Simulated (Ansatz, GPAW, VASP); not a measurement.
**C: 3 runs at one level of theory**

```
CELL_PARAMETERS angstrom
0.00000 1.78337 1.78337
1.78337 0.00000 1.78337
1.78337 1.78337 0.00000
ATOMIC_POSITIONS crystal
C 0.75000 0.75000 0.75000
C 0.50000 0.50000 0.50000
```

Alike in all runs: task single point; functional PBE; k mesh 13 × 13 × 13; occupations gaussian, width 0.016 eV; no spin polarisation; no spin-orbit coupling. Pressure is positive in compression and, in plane waves, holds the error of the finite cutoff.

| program and potentials | plane-wave cutoff (eV) | notes | pressure (GPa) |
| --- | --- | --- | --- |
| Ansatz, all-electron LAPW, scalar-relativistic | - | - | 1.75 |
| VASP, PBE PAW files C, 520 eV | 520 | - | 2.46 |
| GPAW, GPAW PAW data sets (gpaw-data 1.2.1) | 800 | - | 1.42 |

The pressure spans 1.42 (GPAW, GPAW PAW data sets (gpaw-data 1.2.1)) to 2.46 GPa (VASP, PBE PAW files C, 520 eV), with all-electron results at 1.75.

The functional is the same throughout but for its coding, so the spread measures potentials, basis and numerics; runs on potential files found faulty are left out.

All three calculations place this diamond cell under slight compression, so each would relax to a somewhat larger lattice constant. That fits the usual tendency of PBE to lengthen covalent bonds a little. The pressures reach the gigapascal range because diamond is exceptionally stiff: its three-dimensional network of short, directional sp³ bonds resists any change of volume, and even a very small mismatch in bond length produces a sizeable stress. For the same reason, the spread from 1.42 to 2.46 GPa corresponds to only a minute difference in equilibrium lattice constant and implies no real disagreement about the bonding. The two PAW results fall on either side of the all-electron value, so they show no common bias of the PAW approach; the higher VASP pressure probably reflects its potential more than an incomplete basis, which normally lowers the computed pressure. With only one volume sampled, the results support the direction of the relaxation but determine neither the equilibrium lattice constant nor the bulk modulus.
